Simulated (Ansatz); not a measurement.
**Where the states of CoSi$_{2}$ lie**

```cif
data_structure
_symmetry_space_group_name_H-M 'P 1'
_symmetry_Int_Tables_number 1
_cell_length_a 3.7936
_cell_length_b 3.7936
_cell_length_c 3.7936
_cell_angle_alpha 60.000
_cell_angle_beta 60.000
_cell_angle_gamma 60.000
_cell_volume 38.61
loop_
_atom_site_label
_atom_site_type_symbol
_atom_site_fract_x
_atom_site_fract_y
_atom_site_fract_z
_atom_site_occupancy
Co1 Co 0.00000 0.00000 0.00000 1
Si1 Si 0.25000 0.25000 0.25000 1
Si2 Si 0.75000 0.75000 0.75000 1
```

The runs use the primitive cell with vectors (0.000, 2.683, 2.683), (2.683, 0.000, 2.683), (2.683, 2.683, 0.000) Å, to which the k mesh refers.

The conventional cell has a = 5.365 Å, b = 5.365 Å, c = 5.365 Å, α = 90.00°, β = 90.00°, γ = 90.00°. Around Co (atom 1) lie 8 Si at 2.32 Å. Si (atom 2) is surrounded by 4 Co at 2.32 Å.

The geometry is COD entry 1008148, unchecked; take it as a test cell.

These are results of DFT, PBEsol, all-electron LAPW, scalar-relativistic in Ansatz 0.2.0, not measurements.

Sampling and basis: a Γ-centred 11×11×11 k mesh, Fermi–Dirac smearing of 0.05 eV, basis error target 1 meV/atom, spin-polarised from start moments Co1 2 μB (the moments died away, and the run ended non-magnetic).

Where is the centre of the filled Co 3d states between -14 eV and the top of the filled states?

-2.30 eV from the Fermi level.

Tabulate the density of states.

States per eV and cell, averaged over 0.4 eV, from -12.6 to 2.8 eV, with energies (bin centres) from the Fermi level; empty bins are left out. The partial columns, the largest 3 alone, are projections on Löwdin-orthogonalised atomic shells (those that the program's projection atoms carry: the occupied ones and, for some elements, an empty d or f shell; other empty shells have no column), summed over atoms of an element. Weights on diffuse s and p shells depend on that basis and aren't pure angular character.
```csv
E (eV),total,Co 3d,Si 3p,Si 3s
-12.5,0.21,0.00,0.03,0.11
-12.1,0.28,0.00,0.06,0.14
-11.7,0.34,0.00,0.09,0.17
-11.3,0.39,0.00,0.11,0.20
-10.9,0.45,0.00,0.14,0.23
-10.5,0.50,0.01,0.16,0.26
-10.1,0.60,0.01,0.20,0.31
-9.7,0.68,0.02,0.22,0.36
-9.3,0.65,0.02,0.18,0.38
-8.9,0.74,0.02,0.21,0.47
-8.5,0.67,0.03,0.24,0.38
-8.1,0.94,0.07,0.32,0.53
-7.7,0.72,0.08,0.24,0.38
-7.3,0.69,0.10,0.23,0.35
-6.9,0.68,0.12,0.24,0.30
-6.5,0.81,0.16,0.35,0.28
-6.1,0.78,0.14,0.42,0.18
-5.7,0.73,0.14,0.43,0.13
-5.3,0.89,0.18,0.56,0.11
-4.9,1.02,0.24,0.63,0.10
-4.5,1.33,0.37,0.81,0.09
-4.1,2.61,1.00,1.42,0.10
-3.7,3.06,1.41,1.50,0.09
-3.3,1.66,0.75,0.81,0.05
-2.9,2.00,1.13,0.70,0.08
-2.5,1.43,0.97,0.36,0.04
-2.1,3.44,2.75,0.50,0.03
-1.7,5.26,4.64,0.37,0.04
-1.3,3.04,2.49,0.31,0.05
-0.9,2.49,1.66,0.63,0.05
-0.5,2.43,1.33,0.89,0.05
-0.1,1.20,0.55,0.50,0.05
0.3,0.78,0.31,0.33,0.05
0.7,0.56,0.18,0.23,0.08
1.1,0.34,0.09,0.16,0.03
1.5,0.51,0.18,0.14,0.13
1.9,1.23,0.51,0.24,0.39
2.3,2.37,0.68,0.76,0.73
2.7,1.21,0.29,0.45,0.33
```
